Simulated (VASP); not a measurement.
# Hg (C2/m) in VASP: a series of runs

One crystal, Hg, is run at these levels: r2SCAN; tasks: single point.

All numbers are computed with VASP 6.6.1; they aren't measurements. Logs are shortened: lines on timing, memory, paths and dates and some standing lists are left out, and cuts for length are marked.

## (1) The structure

It takes space group C2/m (No. 12, monoclinic). The conventional cell has a = 4.249 Å, b = 5.345 Å, c = 3.583 Å, α = 90.00°, β = 126.18°, γ = 90.00°. Hg (site symmetry 2/m) has 8 Hg at 3.41 to 3.59 Å as nearest neighbours.

## (2) Single point, r2SCAN

Contents of INCAR:

```
SYSTEM = Hg
PREC = Accurate
ENCUT = 460
EDIFF = 1E-6
ISMEAR = 0
SIGMA = 0.02
LREAL = .FALSE.
LASPH = .TRUE.
NELM = 100
ALGO = Normal
ISIF = 2
LWAVE = .FALSE.
LCHARG = .FALSE.
METAGGA = R2SCAN
LMIXTAU = .TRUE.
NBANDS = 12
ADDGRID = .FALSE.
```

Contents of KPOINTS:

```
Automatic mesh
0
G
  4 4 4
  0 0 0
```

Contents of POSCAR:

```
Hg
1.0
    2.1243184923     -2.6725824964      0.0000000000
    2.1243184923      2.6725824964      0.0000000000
   -2.1151288124      0.0000000000      2.8921990043
Hg
1
Direct
    0.0000000000      0.0000000000      0.0000000000
```

Potentials or basis: VASP PAW PBE potentials, release 64 (Hg).

The run is started by

```sh
cat potpaw_PBE.64/Hg/POTCAR > POTCAR
mpirun -np 1 vasp_std > vasp.out
```

OUTCAR:

```text
SYSTEM = Hg
   PREC = Accurate
   ENCUT = 460
   EDIFF = 1E-6
   ISMEAR = 0
   LREAL = .FALSE.
   LASPH = .TRUE.
   NELM = 100
   ISIF = 2
   METAGGA = R2SCAN

 Found     24 irreducible k-points:

 Following reciprocal coordinates:
            Coordinates               Weight
  0.000000  0.000000  0.000000      1.000000
  0.250000  0.000000  0.000000      4.000000
  0.500000  0.000000  0.000000      2.000000
  0.250000  0.250000  0.000000      2.000000
  0.500000  0.250000  0.000000      4.000000
 -0.250000  0.250000  0.000000      2.000000
   k-points           NKPTS =     24   k-points in BZ     NKDIM =     24   number of bands    NBANDS=     12
   number of dos      NEDOS =    301   number of ions     NIONS =      1
   total plane-waves  NPLWV =  16128
   dimension x,y,z NGX =    24 NGY =   24 NGZ =   28
   dimension x,y,z NGXF=    48 NGYF=   48 NGZF=   56
   ions per type =               1
   NGX,Y,Z   is equivalent  to a cutoff of  11.69, 11.69, 12.99 a.u.
   NGXF,Y,Z  is equivalent  to a cutoff of  23.37, 23.37, 25.98 a.u.
 SYSTEM =  Hg
   PREC   = accura    normal or accurate (medium, high low for compatibility)
   ISTART =      0    job   : 0-new  1-cont  2-samecut
   ICHARG =      2    charge: 1-file 2-atom 10-const
   ISPIN  =      1    spin polarized calculation?
   LNONCOLLINEAR =      F non collinear calculations
   LSORBIT =      F    spin-orbit coupling
   LASPH  =      T    aspherical Exc in radial PAW
   ENCUT  =  460.0 eV  33.81 Ry    5.81 a.u.   5.97  5.97  6.27*2*pi/ulx,y,z
   NELM   =    100;   NELMIN=  2; NELMDL= -5     # of ELM steps
   EDIFF  = 0.1E-05   stopping-criterion for ELM
   LREAL  =      F    real-space projection
   EDIFFG = 0.1E-04   stopping-criterion for IOM
   NSW    =      0    number of steps for IOM
   IBRION =     -1    ionic relax: 0-MD 1-quasi-New 2-CG
   NFREE  =      0    steps in history (QN), initial steepest desc. (CG)
   ISIF   =      2    stress and relaxation
   ISYM   =      2    0-nonsym 1-usesym 2-fastsym
   POTIM  = 0.5000    time-step for ionic-motion
   TEBEG  =    0.0;   TEEND  =   0.0 temperature during run
   PSTRESS=    0.0 pullay stress
   NELECT =      12.0000    total number of electrons
   NUPDOWN=      -1.0000    fix difference up-down
   EMIN   =  10.00;   EMAX   =-10.00  energy-range for DOS
   EFERMI =   0.00;   METHOD = LEGACY
   ISMEAR =     0;   SIGMA  =   0.02  broadening in eV -4-tet -1-fermi 0-gaus
   EFERMI_NEDOS =   21; number of points for ismear=-14 and -15
   IALGO  =     38    algorithm
   IMIX   =      4    mixing-type and parameters
     AMIX     =   0.40;   BMIX     =  1.00
     AMIX_MAG =   1.60;   BMIX_MAG =  1.00
  volume/ion in A,a.u.               =      32.84       221.62
  Fermi-wavevector in a.u.,A,eV,Ry     =   1.170395  2.211725 18.637577  1.369823
  Thomas-Fermi vector in A             =   2.306854
   LORBIT       =      0    0 simple, 1 ext, 2 COOP (PROOUT), +10 PAW based schemes
   METAGGA = R2SCAN    functional components
   LHFCALC =     F    Hartree Fock is set to
   AEXX    =    0.0000 exact exchange contribution
   IVDW    =     0    specifies the selected vdW correction
   LEPSILON=     F    determine dielectric tensor
   LRPA    =     F    only Hartree local field effects (RPA)
 non-spin polarized calculation
 Gauss-broadening in eV      SIGMA  =   0.02
  energy-cutoff  :      460.00
  volume of cell :       32.84
 maximum number of plane-waves:       762
   NGX = 11   NGY = 11   NGZ = 13

 number of electron      12.0000003 magnetization

 Free energy of the ion-electron system (eV)
  ---------------------------------------------------
  ext. energy  EPLUGINS =         0.00000000
  ---------------------------------------------------
  free energy    TOTEN  =       -49.29733949 eV

  energy without entropy =      -49.29676874  energy(sigma->0) =      -49.29705412

 E-fermi :   0.3246     XC(G=0):  -9.5722

 val. band max:       -0.0382114005   @ k =   0.5000   0.5000   0.2500
 cond. band min:       0.3308486110   @ k =   0.5000   0.0000   0.0000
 fundamental gap:      0.3690600114
 Fermi energy:         0.3246177178

 k-point     1 :       0.0000    0.0000    0.0000
  band No.  band energies     occupation
      1      -6.4775      2.00000
      2      -6.3034      2.00000
      3      -6.0840      2.00000
      4      -6.0592      2.00000
      5      -5.7485      2.00000
      6      -5.6261      2.00000
      7      12.6040      0.00000
      8      12.8105      0.00000
      9      13.2488      0.00000
     10      14.6300      0.00000
     11      14.8752      0.00000
     12      17.0386      0.00000

 k-point     2 :       0.2500    0.0000    0.0000
  band No.  band energies     occupation
      1      -6.3488      2.00000
      2      -6.2046      2.00000
      3      -5.7879      2.00000
      4      -5.7742      2.00000
      5      -5.6703      2.00000
      6      -4.9976      2.00000
      7       6.1523      0.00000
      8      10.2368      0.00000
      9      11.7440      0.00000
     10      13.3385      0.00000
     11      15.2539      0.00000
     12      15.5587      0.00000

 k-point     3 :       0.5000    0.0000    0.0000
  band No.  band energies     occupation
      1      -6.4783      2.00000
      2      -6.3354      2.00000
      3      -5.7982      2.00000
      4      -5.6489      2.00000
      5      -5.3733      2.00000
      6      -1.6343      2.00000
      7       0.3308      0.65951
      8       8.5622      0.00000
      9      10.6195      0.00000
     10      12.7870      0.00000
     11      14.7451      0.00000
     12      17.1424      0.00000

 k-point     4 :       0.2500    0.2500    0.0000
  band No.  band energies     occupation
      1      -6.2620      2.00000
      2      -6.0981      2.00000
      3      -5.8556      2.00000
      4      -5.7664      2.00000
      5      -5.6660      2.00000
      6      -2.6499      2.00000
      7       3.5522      0.00000
      8       5.3647      0.00000
      9       8.9775      0.00000
     10      15.3190      0.00000
     11      15.3421      0.00000
     12      17.2533      0.00000

 k-point     5 :       0.5000    0.2500    0.0000
  band No.  band energies     occupation
      1      -6.3221      2.00000
      2      -6.1443      2.00000
      3      -5.8161      2.00000
      4      -5.7739      2.00000
      5      -5.5444      2.00000
      6      -1.9651      2.00000
      7       2.7626      0.00000
      8       5.6205      0.00000
      9       8.6616      0.00000
     10      13.7972      0.00000
     11      15.1668      0.00000
     12      18.1097      0.00000

 k-point     6 :      -0.2500    0.2500    0.0000
  band No.  band energies     occupation
      1      -6.2255      2.00000
      2      -6.1905      2.00000
      3      -5.8204      2.00000
      4      -5.7517      2.00000
      5      -5.7263      2.00000
      6      -4.8123      2.00000
      7       7.5611      0.00000
      8       9.5494      0.00000
      9      10.2602      0.00000
     10      12.4138      0.00000
     11      13.4676      0.00000
     12      15.9046      0.00000

 [... further k-points ...]

------------------------ aborting loop because EDIFF is reached ----------------------------------------

  FORCE on cell =-STRESS in cart. coord.  units (eV):
  Direction    XX          YY          ZZ          XY          YZ          ZX
  --------------------------------------------------------------------------------------
  -------------------------------------------------------------------------------------
  Total       -0.1907559     -0.0726448     -0.4668189      0.0000000      0.0000000      0.0221926
  in kB       -9.3063553     -3.5441040    -22.7745657      0.0000000      0.0000000      1.0827058
  external PRESSURE =     -11.8750083 kB  Pullay stress =       0.0000000 kB

 VOLUME and BASIS-vectors are now :
 -----------------------------------------------------------------------------
  energy-cutoff  :      460.00
  volume of cell :       32.84
      direct lattice vectors                 reciprocal lattice vectors
     2.124318492 -2.672582496  0.000000000     0.235369603 -0.187084964  0.172130973
     2.124318492  2.672582496  0.000000000     0.235369603  0.187084964  0.172130973
    -2.115128812  0.000000000  2.892199004     0.000000000  0.000000000  0.345757674

 POSITION                                       TOTAL-FORCE (eV/Angst)
 -----------------------------------------------------------------------------------
      0.00000      0.00000      0.00000        -0.000000     -0.000000      0.000000
 -----------------------------------------------------------------------------------
    total drift:                                0.000000     -0.000000     -0.000000

  FREE ENERGIE OF THE ION-ELECTRON SYSTEM (eV)
  ---------------------------------------------------
  free  energy   TOTEN  =       -49.2973394929 eV

  energy  without entropy=      -49.2967687430  energy(sigma->0) =      -49.29705412
```

OSZICAR:

```text
N       E                     dE             d eps       ncg     rms          rms(c)
DAV:   1     0.122958192065E+02    0.12296E+02   -0.58448E+03   616   0.837E+02
DAV:   2    -0.519799034810E+02   -0.64276E+02   -0.61304E+02   640   0.207E+02
DAV:   3    -0.532261806020E+02   -0.12463E+01   -0.12456E+01   672   0.324E+01
DAV:   4    -0.532274927652E+02   -0.13122E-02   -0.13121E-02   640   0.113E+00
DAV:   5    -0.532274954596E+02   -0.26943E-05   -0.26943E-05   688   0.474E-02    0.164E+00
DAV:   6    -0.492439161853E+02    0.39836E+01   -0.21936E+00   580   0.174E+01    0.411E+00
DAV:   7    -0.492972242464E+02   -0.53308E-01   -0.58274E-02   620   0.299E+00    0.244E+00
DAV:   8    -0.492776043965E+02    0.19620E-01   -0.87635E-02   580   0.315E+00    0.440E-01
DAV:   9    -0.492860083136E+02   -0.84039E-02   -0.28088E-02   576   0.154E+00    0.132E-01
DAV:  10    -0.492919296255E+02   -0.59213E-02   -0.28257E-03   584   0.401E-01    0.331E-01
DAV:  11    -0.492973199482E+02   -0.53903E-02   -0.42859E-03   580   0.699E-01    0.745E-02
DAV:  12    -0.492973209801E+02   -0.10319E-05   -0.58554E-05   632   0.689E-02    0.235E-02
DAV:  13    -0.492973213028E+02   -0.32270E-06   -0.11193E-05   604   0.303E-02    0.205E-02
DAV:  14    -0.492973389044E+02   -0.17602E-04   -0.25289E-05   596   0.561E-02    0.577E-03
DAV:  15    -0.492973394929E+02   -0.58851E-06   -0.21688E-06   604   0.135E-02
   1 F= -.49297339E+02 E0= -.49297054E+02  d E =-.570750E-03
```

stdout:

```text
POSCAR found type information on POSCAR Hg
 POSCAR found :  1 types and       1 ions
 scaLAPACK will be used
 -----------------------------------------------------------------------------
|                                                                             |
|                                                                             |
|     You enforced a specific xc type in the INCAR file but a different       |
|     I HOPE YOU KNOW WHAT YOU ARE DOING!                                     |
|                                                                             |
 -----------------------------------------------------------------------------

 LDA part: xc-table for (None), standard interpolation
 POSCAR, INCAR and KPOINTS ok, starting setup
 FFT: planning ... GRIDC
 FFT: planning ... GRID_SOFT
 FFT: planning ... GRID
 WAVECAR not read
 entering main loop
```

Wall time 36 s (1 thread of Intel Xeon Platinum 8259CL at 2.50GHz (Skylake/Cascade Lake), shared host); peak memory 0.15 GiB.

These settings aren't checked as converged: the numbers below hold their error.

Results:

```yaml
Free_energy: -49.2973 eV
Pressure: -1.2 GPa
Band_gap_on_the_k_mesh: none (metal or under the smearing width)
```

Caveat: the k mesh is coarse (spacing up to 0.54 Å⁻¹), so the values aren't converged; the PAW data sets were made with another functional, which shifts forces and pressure a little.

## (3) Single point, r2SCAN

Changes to INCAR since step 2:

```diff
@@ -1,3 +1,3 @@
 SYSTEM = Hg
-PREC = Accurate
+PREC = Low
 ENCUT = 460
@@ -5,3 +5,3 @@
 ISMEAR = 0
-SIGMA = 0.02
+SIGMA = 0.1
 LREAL = .FALSE.
```

KPOINTS is that of step 2.

POSCAR is that of step 2.

Potentials or basis: VASP PAW PBE potentials, release 64 (Hg).

The run is started by

```sh
cat potpaw_PBE.64/Hg/POTCAR > POTCAR
mpirun -np 1 vasp_std > vasp.out
```

Wall time 29 s (1 thread of Intel Xeon Platinum 8259CL at 2.50GHz (Skylake/Cascade Lake), shared host); peak memory 0.11 GiB.

These settings aren't checked as converged: the numbers below hold their error.

What came out:

```
Free energy            : -49.3009 eV
Pressure               : -1.2 GPa
Band gap on the k mesh : none (metal or under the smearing width)
```

Caveat: the k mesh is coarse (spacing up to 0.54 Å⁻¹), so the values aren't converged; the PAW data sets were made with another functional, which shifts forces and pressure a little.
